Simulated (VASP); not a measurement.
# AlN (P6_3mc) in VASP: a series of runs

The runs below take AlN through relaxation of cell and atoms, vibrations by finite differences, with PBE.

Program: VASP 6.6.1. These are calculated values, not measurements. Logs are shortened: lines on timing, memory, paths and dates and some standing lists are left out, and cuts for length are marked.

## (1) The structure

It takes space group P6_3mc (No. 186, hexagonal). The conventional cell has a = 3.113 Å, b = 3.113 Å, c = 4.981 Å, α = 90.00°, β = 90.00°, γ = 120.00°. Al (site symmetry 3m) has 4 N at 1.89 Å as nearest neighbours. N (site symmetry 3m) is surrounded by 4 Al at 1.89 Å.

## (2) Relaxation of cell and atoms, PBE

File INCAR:

```
SYSTEM = AlN
  PREC = Accurate
  ENCUT = 520
  EDIFF = 1E-7
  ISMEAR = 0
  SIGMA = 0.02
  LREAL = .FALSE.
  LASPH = .TRUE.
  NELM = 100
  ALGO = Fast
  ISIF = 3
  LWAVE = .FALSE.
  LCHARG = .FALSE.
  GGA = PE
  IBRION = 2
  NSW = 80
  EDIFFG = -0.002
```

File KPOINTS:

```
Automatic mesh
0
G
  3 3 1
  0 0 0
```

File POSCAR:

```
AlN
1.0
    3.1130000000      0.0000000000      0.0000000000
   -1.5565000000      2.6959370800      0.0000000000
    0.0000000000      0.0000000000      4.9810000000
Al N
2 2
Direct
    0.3333333300      0.6666666700      0.0000000000
    0.6666666700      0.3333333300      0.5000000000
    0.3333333300      0.6666666700      0.3800000000
    0.6666666700      0.3333333300      0.8800000000
```

Potentials or basis: VASP PAW PBE potentials, release 64 (Al, N).

Command:

```
$ cat potpaw_PBE.64/Al/POTCAR potpaw_PBE.64/N/POTCAR > POTCAR
$ mpirun -np 4 vasp_std > vasp.out
```

OUTCAR:

```text
SYSTEM = AlN
   PREC = Accurate
   ENCUT = 520
   EDIFF = 1E-7
   ISMEAR = 0
   LREAL = .FALSE.
   LASPH = .TRUE.
   NELM = 100
   ISIF = 3
   GGA = PE
   IBRION = 2
   NSW = 80
   EDIFFG = -0.002

 ion  position               nearest neighbor table
   1  0.333  0.667  0.000-   3 1.89   4 1.89   4 1.89   4 1.89   2 3.07   2 3.07   2 3.07   2 3.07
                             2 3.07   2 3.07
   2  0.667  0.333  0.500-   4 1.89   3 1.89   3 1.89   3 1.89   1 3.07   1 3.07   1 3.07   1 3.07
                             1 3.07   1 3.07
   3  0.333  0.667  0.380-   1 1.89   2 1.89   2 1.89   2 1.89
   4  0.667  0.333  0.880-   2 1.89   1 1.89   1 1.89   1 1.89

  LATTYP: Found a hexagonal cell.
 ALAT       =     3.1130000000
 C/A-ratio  =     1.6000642467

  Lattice vectors:

 A1 = (   3.1130000000,   0.0000000000,   0.0000000000)
 A2 = (  -1.5565000000,   2.6959370800,   0.0000000000)
 A3 = (   0.0000000000,   0.0000000000,   4.9810000000)

Analysis of symmetry for initial positions (statically):
=====================================================================
 Subroutine PRICEL returns:
 Original cell was already a primitive cell.

 Routine SETGRP: Setting up the symmetry group for a
 hexagonal supercell.

 Subroutine GETGRP returns: Found 12 space group operations
 (whereof  6 operations were pure point group operations)
 out of a pool of 24 trial point group operations.

The static configuration has the point symmetry C_3v.
 The point group associated with its full space group is C_6v.

Analysis of symmetry for dynamics (positions and initial velocities):
=====================================================================
 Subroutine PRICEL returns:
 Original cell was already a primitive cell.

 Routine SETGRP: Setting up the symmetry group for a
 hexagonal supercell.

 Subroutine GETGRP returns: Found 12 space group operations
 (whereof  6 operations were pure point group operations)
 out of a pool of 24 trial point group operations.

The dynamic configuration has the point symmetry C_3v.
 The point group associated with its full space group is C_6v.

 Subroutine INISYM returns: Found 12 space group operations
 (whereof  6 operations are pure point group operations),
 and found     1 'primitive' translations

----------------------------------------------------------------------------------------

                                     Primitive cell

  volume of cell :      41.8028
[... 66 lines left out ...]
   LNONCOLLINEAR =      F non collinear calculations
   LSORBIT =      F    spin-orbit coupling
   LASPH  =      T    aspherical Exc in radial PAW
   ENCUT  =  520.0 eV  38.22 Ry    6.18 a.u.   5.79  5.79  9.26*2*pi/ulx,y,z
   NELM   =    100;   NELMIN=  2; NELMDL= -5     # of ELM steps
   EDIFF  = 0.1E-06   stopping-criterion for ELM
   LREAL  =      F    real-space projection
   EDIFFG = -.2E-02   stopping-criterion for IOM
   NSW    =     80    number of steps for IOM
   IBRION =      2    ionic relax: 0-MD 1-quasi-New 2-CG
   NFREE  =      1    steps in history (QN), initial steepest desc. (CG)
   ISIF   =      3    stress and relaxation
   ISYM   =      2    0-nonsym 1-usesym 2-fastsym
   POTIM  = 0.5000    time-step for ionic-motion
   TEBEG  =    0.0;   TEEND  =   0.0 temperature during run
   PSTRESS=    0.0 pullay stress
   NELECT =      16.0000    total number of electrons
   NUPDOWN=      -1.0000    fix difference up-down
   EMIN   =  10.00;   EMAX   =-10.00  energy-range for DOS
   EFERMI =   0.00;   METHOD = LEGACY
   ISMEAR =     0;   SIGMA  =   0.02  broadening in eV -4-tet -1-fermi 0-gaus
   EFERMI_NEDOS =   21; number of points for ismear=-14 and -15
   IALGO  =     68    algorithm
   IMIX   =      4    mixing-type and parameters
     AMIX     =   0.40;   BMIX     =  1.00
     AMIX_MAG =   1.60;   BMIX_MAG =  1.00
  volume/ion in A,a.u.               =      10.45        70.52
  Fermi-wavevector in a.u.,A,eV,Ry     =   1.188629  2.246183 19.222843  1.412839
  Thomas-Fermi vector in A             =   2.324754
   LORBIT       =      0    0 simple, 1 ext, 2 COOP (PROOUT), +10 PAW based schemes
   GGA     = PE    functional components
   LHFCALC =     F    Hartree Fock is set to
   AEXX    =    0.0000 exact exchange contribution
   IVDW    =     0    specifies the selected vdW correction
   LEPSILON=     F    determine dielectric tensor
   LRPA    =     F    only Hartree local field effects (RPA)
 conjugate gradient relaxation of ions
 non-spin polarized calculation
 RMM-DIIS sequential band-by-band and
 Gauss-broadening in eV      SIGMA  =   0.02
  energy-cutoff  :      520.00
  volume of cell :       41.80
 maximum number of plane-waves:      1152
 NGX is ok and might be reduce to    24
   NGX = 11   NGY = 11   NGZ = 19

--------------------------------------- Ionic step        1  -------------------------------------------

 number of electron      15.9999997 magnetization

 Free energy of the ion-electron system (eV)
  ---------------------------------------------------
  ext. energy  EPLUGINS =         0.00000000
  ---------------------------------------------------
  free energy    TOTEN  =       -29.79408129 eV

  energy without entropy =      -29.79408129  energy(sigma->0) =      -29.79408129

------------------------ aborting loop because EDIFF is reached ----------------------------------------

  FORCE on cell =-STRESS in cart. coord.  units (eV):
  Direction    XX          YY          ZZ          XY          YZ          ZX
  --------------------------------------------------------------------------------------
  -------------------------------------------------------------------------------------
  Total        1.3160579      1.3160579      0.1155748      0.0000000      0.0000000      0.0000000
  in kB       50.4405904     50.4405904      4.4296402      0.0000000      0.0000000      0.0000000
  external PRESSURE =      35.1036070 kB  Pullay stress =       0.0000000 kB
[... 215 lines left out ...]
--------------------------------------- Ionic step        7  -------------------------------------------

 number of electron      16.0000000 magnetization

 Free energy of the ion-electron system (eV)
  ---------------------------------------------------
  ext. energy  EPLUGINS =         0.00000000
  ---------------------------------------------------
  free energy    TOTEN  =       -29.81747086 eV

  energy without entropy =      -29.81747086  energy(sigma->0) =      -29.81747086

 E-fermi :   6.2730     XC(G=0): -10.8285

 val. band max:        6.1853381005   @ k =   0.0000   0.0000   0.0000
 cond. band min:      10.1022191201   @ k =   0.0000   0.0000   0.0000
 fundamental gap:      3.9168810196
 Fermi energy:         6.2730089933

 k-point     1 :       0.0000    0.0000    0.0000
  band No.  band energies     occupation
      1      -9.0758      2.00000
      2      -6.8840      2.00000
      3       0.1887      2.00000
      4       5.0377      2.00000
      5       5.0377      2.00000
      6       5.7496      2.00000
      7       5.7496      2.00000
      8       6.1853      2.00000
      9      10.1022      0.00000
     10      12.3443      0.00000
     11      16.6843      0.00000
     12      16.8257      0.00000
[... 59 lines left out ...]
  FREE ENERGIE OF THE ION-ELECTRON SYSTEM (eV)
  ---------------------------------------------------
  free  energy   TOTEN  =       -29.8174708630 eV

  energy  without entropy=      -29.8174708630  energy(sigma->0) =      -29.81747086

 reached required accuracy - stopping structural energy minimisation
```

It took 4.2 s on 4 MPI ranks of Intel Xeon Platinum 8488C (Sapphire Rapids), shared host; peak memory 0.11 GiB.

What came out:

- Free energy: -29.8175 eV
- Relaxed volume: 10.61 Å³/atom
- Relaxed cell: a = 3.152 Å, b = 3.152 Å, c = 4.934 Å, α = 90.00°, β = 90.00°, γ = 120.00°
- Space group after relaxing (to 0.05 Å): P6_3mc (No. 186)
- Energy gained by relaxing: 5.8 meV/atom
- Ionic steps: 7
- Pressure after relaxing: 0.0 GPa
- Band gap on the k mesh: 3.92 eV, direct

The path:
```tsv
step	energy change (eV)	largest force (eV/Å)	pressure (GPa)	volume (Å³)
1	0.0000	0.2111	3.51	41.80
2	-0.0136	0.0967	-3.19	43.20
3	-0.0171	0.1325	-1.18	42.76
4	-0.0227	0.0535	-0.34	42.54
5	-0.0234	0.0181	0.07	42.43
6	-0.0234	0.0190	-0.05	42.46
7	-0.0234	0.0001	0.01	42.45
```

Final structure:
```
CELL_PARAMETERS angstrom
3.15185 0.00000 0.00000
-1.57592 2.72958 0.00000
0.00000 0.00000 4.93371
ATOMIC_POSITIONS crystal
Al 0.33333 0.66667 0.99618
Al 0.66667 0.33333 0.49618
N 0.33333 0.66667 0.38382
N 0.66667 0.33333 0.88382
```

Levels at points of the mesh, in eV from the valence-band top:
```csv
k point,band 5,band 6,band 7,band 8,band 9,band 10,band 11,band 12
"(0.00, 0.00, 0.00)",-1.15,-0.44,-0.44,0.00,3.92,6.16,10.50,10.64
```

Caveat: the k mesh is coarse (spacing up to 1.26 Å⁻¹), so the values aren't converged. PBE usually gives volumes a little too large and moduli too small.

## (3) Relaxation of cell and atoms, PBE

This run uses another cell than the first one, of 10.61 Å³/atom, 1.015 times its volume.

INCAR is that of step 2.

KPOINTS is that of step 2.

File POSCAR:

```
AlN                                     
1.0
    3.1518496439     -0.0000000000     -0.0000000000
   -1.5759248219      2.7295818585      0.0000000000
    0.0000000000      0.0000000000      4.9337085598
  Al              N             
     2     2
Direct
     0.3333333300000021    0.6666666699999979    0.9961769318780526
     0.6666666699999979    0.3333333300000021    0.4961769318780526
     0.3333333300000021    0.6666666699999979    0.3838230681219499
     0.6666666699999979    0.3333333300000021    0.8838230681219500
```

Potentials or basis: VASP PAW PBE potentials, release 64 (Al, N).

Command:

```
$ cat potpaw_PBE.64/Al/POTCAR potpaw_PBE.64/N/POTCAR > POTCAR
$ mpirun -np 4 vasp_std > vasp.out
```

OUTCAR:

```text
SYSTEM = AlN
   PREC = Accurate
   ENCUT = 520
   EDIFF = 1E-7
   ISMEAR = 0
   LREAL = .FALSE.
   LASPH = .TRUE.
   NELM = 100
   ISIF = 3
   GGA = PE
   IBRION = 2
   NSW = 80
   EDIFFG = -0.002

 ion  position               nearest neighbor table
   1  0.333  0.667  0.996-   4 1.90   4 1.90   4 1.90   3 1.91   2 3.07   2 3.07   2 3.07   2 3.07
                             2 3.07   2 3.07
   2  0.667  0.333  0.496-   3 1.90   3 1.90   3 1.90   4 1.91   1 3.07   1 3.07   1 3.07   1 3.07
                             1 3.07   1 3.07
   3  0.333  0.667  0.384-   2 1.90   2 1.90   2 1.90   1 1.91
   4  0.667  0.333  0.884-   1 1.90   1 1.90   1 1.90   2 1.91

  LATTYP: Found a hexagonal cell.
 ALAT       =     3.1518496439
 C/A-ratio  =     1.5653375374

[... 176 lines left out ...]
  Total        0.0087173      0.0087173      0.0052611      0.0000000      0.0000000      0.0000000
  in kB        0.3290481      0.3290481      0.1985893      0.0000000      0.0000000      0.0000000
  external PRESSURE =       0.2855618 kB  Pullay stress =       0.0000000 kB
[... 63 lines left out ...]
--------------------------------------- Ionic step        3  -------------------------------------------

 number of electron      16.0000000 magnetization

 Free energy of the ion-electron system (eV)
  ---------------------------------------------------
  ext. energy  EPLUGINS =         0.00000000
  ---------------------------------------------------
  free energy    TOTEN  =       -29.81775389 eV

  energy without entropy =      -29.81775389  energy(sigma->0) =      -29.81775389

 E-fermi :   6.2720     XC(G=0): -10.8282

 val. band max:        6.1845082743   @ k =   0.0000   0.0000   0.0000
 cond. band min:      10.1007432377   @ k =   0.0000   0.0000   0.0000
 fundamental gap:      3.9162349634
 Fermi energy:         6.2720169272

 k-point     1 :       0.0000    0.0000    0.0000
  band No.  band energies     occupation
      1      -9.0762      2.00000
      2      -6.8846      2.00000
      3       0.1883      2.00000
      4       5.0368      2.00000
      5       5.0368      2.00000
      6       5.7486      2.00000
      7       5.7486      2.00000
      8       6.1845      2.00000
      9      10.1007      0.00000
     10      12.3428      0.00000
     11      16.6831      0.00000
     12      16.8243      0.00000
[... 59 lines left out ...]
  FREE ENERGIE OF THE ION-ELECTRON SYSTEM (eV)
  ---------------------------------------------------
  free  energy   TOTEN  =       -29.8177538898 eV

  energy  without entropy=      -29.8177538898  energy(sigma->0) =      -29.81775389

 reached required accuracy - stopping structural energy minimisation
```

OSZICAR:

```text
N       E                     dE             d eps       ncg     rms          rms(c)
DAV:   1     0.578398011714E+02    0.57840E+02   -0.78194E+03    72   0.121E+03
DAV:   2    -0.305684077252E+02   -0.88408E+02   -0.81376E+02    96   0.228E+02
DAV:   3    -0.344588719338E+02   -0.38905E+01   -0.38809E+01    92   0.552E+01
DAV:   4    -0.344926617236E+02   -0.33790E-01   -0.33786E-01    84   0.582E+00
[... 20 lines left out ...]
   2 F= -.29817753E+02 E0= -.29817753E+02  d E =0.932716E-06
       N       E                     dE             d eps       ncg     rms          rms(c)
DAV:   1    -0.298177553568E+02   -0.25104E-05   -0.39393E-05    88   0.607E-02    0.882E-03
RMM:   2    -0.298177538401E+02    0.15167E-05   -0.49511E-06    72   0.164E-02    0.234E-03
RMM:   3    -0.298177538898E+02   -0.49780E-07   -0.87642E-07    64   0.844E-03
   3 F= -.29817754E+02 E0= -.29817754E+02  d E =-.158257E-06
```

It took 2.1 s on 4 MPI ranks of Intel Xeon Platinum 8488C (Sapphire Rapids), shared host; peak memory 0.1 GiB.

What came out:

- Free energy: -29.8178 eV
- Energy gained by relaxing: 0.0 meV/atom
- Ionic steps: 3
- Pressure after relaxing: 0.0 GPa
- Band gap on the k mesh: 3.92 eV, direct

Final structure:
```
Al N
1.0
     3.15194    0.00000    0.00000
    -1.57597    2.72966    0.00000
     0.00000    0.00000    4.93380
Al N
2 2
Direct
  0.33333 0.66667 0.99618
  0.66667 0.33333 0.49618
  0.33333 0.66667 0.38382
  0.66667 0.33333 0.88382
```

Caveat: the k mesh is coarse (spacing up to 1.27 Å⁻¹), so the values aren't converged. As with any semilocal functional, this PBE gap is likely too small.

## (4) Vibrations by finite differences, PBE

This run uses another cell than the first one, of 10.61 Å³/atom, 1.015 times its volume.

File INCAR:

```
SYSTEM = AlN
  PREC = Accurate
  ENCUT = 520
  EDIFF = 1E-8
  ISMEAR = 0
  SIGMA = 0.02
  LREAL = .FALSE.
  LASPH = .TRUE.
  NELM = 100
  ALGO = Fast
  ISIF = 3
  LWAVE = .FALSE.
  LCHARG = .FALSE.
  GGA = PE
  NBANDS = 16
  IBRION = 6
  NFREE = 2
  POTIM = 0.015
  NSW = 1
```

KPOINTS is that of step 3.

File POSCAR:

```
AlN                                     
1.0
    3.1519414124      0.0000000000      0.0000000000
   -1.5759707061      2.7296613323      0.0000000000
   -0.0000000000      0.0000000000      4.9337952556
  Al              N             
     2     2
Direct
     0.3333333300000021    0.6666666699999979    0.9961768109727105
     0.6666666699999979    0.3333333300000021    0.4961768109727105
     0.3333333300000021    0.6666666699999979    0.3838231890272921
     0.6666666699999979    0.3333333300000021    0.8838231890272921
```

Command:

```
$ cat potpaw_PBE.64/Al/POTCAR potpaw_PBE.64/N/POTCAR > POTCAR
$ mpirun -np 4 vasp_std > vasp.out
```

Wall time 16 s (4 MPI ranks of Intel Xeon Platinum 8488C (Sapphire Rapids), shared host); peak memory 0.12 GiB.

It converged, with:

| Item | Value |
| --- | --- |
| Voigt bulk modulus | 197 GPa |
| Highest phonon frequency at Γ, LO-TO splitting left out | 689 cm⁻¹ |

Phonon frequencies in cm⁻¹ (negative: imaginary):
| q point | frequencies |
| --- | --- |
| (0.000, 0.000, 0.000) | 0 0 0 236 236 526 589 646 646 669 669 689 |

Elastic tensor in Voigt notation (GPa, in the Cartesian axes of the cell as first typed):
```
385 134  94   0   0   0
134 385  94   0   0   0
 94  94 361   0   0   0
  0   0   0 116   0   0
  0   0   0   0 116   0
  0   0   0   0   0 125
```

Clamped-ion elastic tensor (GPa):
```
455  99  48   0   0   0
 99 455  48   0   0   0
 48  48 481   0   0   0
  0   0   0 126   0   0
  0   0   0   0 126   0
  0   0   0   0   0 178
```

Caveat: the k mesh is coarse (spacing up to 1.27 Å⁻¹), so the values aren't converged.
